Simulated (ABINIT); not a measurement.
Crystal: TePb.

```
Pb Te
1.0
     4.00229    0.00000    0.00000
     0.00000    4.00229    0.00000
     0.00000    0.00000    4.00229
Pb Te
1 1
Cartesian
  0.0000 0.0000 0.0000
  2.0011 2.0011 2.0011
```

Measurements of this composition are mostly on another form, of space group No. 225.

Base run:

| Item | Value |
| --- | --- |
| Program | ABINIT 10.8.3 (patched build) |
| Functional | PBEsol |
| Potentials or basis | JTH PAW PBE v2.0 |
| Cutoff | 599 eV |
| k mesh | 6 × 6 × 6 |
| Occupations | fermi-dirac, width 0.05 eV |
| Spin | no spin polarisation |

Its results: band gap on the k mesh none (metal or under the smearing width); pressure -3.0 GPa.

Q: After a change of settings the same cell gave: band gap on the k mesh 0.73 eV, indirect (least direct gap 2.05 eV); pressure -1.9 GPa. Which change was it?
A. k mesh from 6 × 6 × 6 to 3 × 3 × 3
B. functional from PBEsol to HCTH407; k mesh from 6 × 6 × 6 to 7 × 7 × 7
C. functional from PBEsol to rPW86PBE; k mesh from 6 × 6 × 6 to 7 × 7 × 7
D. functional from PBEsol to revPBE; k mesh from 6 × 6 × 6 to 7 × 7 × 7

A: A.

Caveats: some runs use coarse meshes; the PAW data sets were made with another functional, which shifts forces and pressure a little; spin-orbit coupling is left out, which as a rule narrows the gap of such compounds by several tenths of an eV (some runs); an odd mesh through Γ misses points on the zone boundary, where band edges often lie (some runs).

Runs at the PBE level aren't shown here.
